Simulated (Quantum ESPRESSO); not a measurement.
Runs of Quantum ESPRESSO 7.5 on C. The structure is cubic, space group Fd-3m (No. 227). The conventional cell has a = 3.567 Å, b = 3.567 Å, c = 3.567 Å, α = 90.00°, β = 90.00°, γ = 90.00°. C (site symmetry -43m) has 4 C at 1.54 Å as nearest neighbours. This isn't the form of C at room conditions, which is graphite.

```tsv
level	potentials or basis	cell	k mesh	cutoff (eV)	form of the LDA	gap on the mesh (eV)
PBE	SG15 PBE 1.2	as given	4 × 4 × 4	952	-	4.47
PBE	SG15 PBE 1.2	as given	4 × 4 × 4	1143	-	4.47
LDA	PseudoDojo 0.4.1 SR LDA stringent	as given	4 × 4 × 4	898	PW92	4.44
PBE	SG15 PBE 1.2	as given	4 × 4 × 4	667	-	4.45
PBE	SG15 PBE 1.2	volume scaled by 1.04	6 × 6 × 6	952	-	4.10
PBE	SG15 PBE 1.2	as given	4 × 4 × 4	435	-	4.44
PBE	SG15 PBE 1.2	as given	4 × 4 × 4	816	-	(a)
```

Alike in all rows: task single point; no spin polarisation; smearing fixed; the mesh is coarse, so values aren't converged.

Q: Estimate the missing entries.

A: (a) 4.48.

Caveats: all runs use coarse meshes.

A k mesh can miss the band edges.
